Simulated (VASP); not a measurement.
Wanted: the native input for a VASP 6.6.1 run.

| Item | Value |
| --- | --- |
| Task | single point |
| Functional | PBE |
| Potentials or basis | VASP PAW PBE potentials, release 64 (Ga_d, N) |
| Cutoff | 520 eV |
| k mesh | 10 × 10 × 5 |
| Occupations | gaussian, width 0.012 eV |
| Spin | no spin polarisation |
| Further INCAR settings | ALGO = Normal; EDIFF = 1e-06 |

The structure of GaN lies in POSCAR:

```
GaN
1.0
    3.1800000000      0.0000000000      0.0000000000
   -1.5900000000      2.7539607840      0.0000000000
    0.0000000000      0.0000000000      5.1660000000
Ga N
2 2
Direct
    0.6666666667      0.3333333333      0.5000000000
    0.3333333333      0.6666666667      0.0000000000
    0.6666666667      0.3333333333      0.8750000000
    0.3333333333      0.6666666667      0.3750000000
```

These files were run (other wordings do the same):

INCAR

```
SYSTEM = GaN
PREC = Accurate
ENCUT = 520
EDIFF = 1E-6
ISMEAR = 0
SIGMA = 0.012
LREAL = .FALSE.
LASPH = .TRUE.
NELM = 60
ALGO = Normal
ISIF = 2
LWAVE = .FALSE.
LCHARG = .TRUE.
GGA = PE
LELF = .TRUE.
LVHAR = .TRUE.
```

KPOINTS

```
Automatic mesh
0
G
  10 10 5
  0 0 0
```

Potentials or basis: VASP PAW PBE potentials, release 64 (Ga_d, N).

The run is started by

```console
$ cat potpaw_PBE.64/Ga_d/POTCAR potpaw_PBE.64/N/POTCAR > POTCAR
$ mpirun -np 1 vasp_std > vasp.out
```

Results of the run:

```json
{
  "Pressure": "7.3 GPa",
  "Largest force": "0.135 eV/Å",
  "Band gap on the k mesh": "1.97 eV, direct"
}
```

It took 34 s on 1 thread of Intel(R) Xeon(R) Platinum 8559C (Emerald Rapids), on a shared host, peak memory 0.17 GiB.
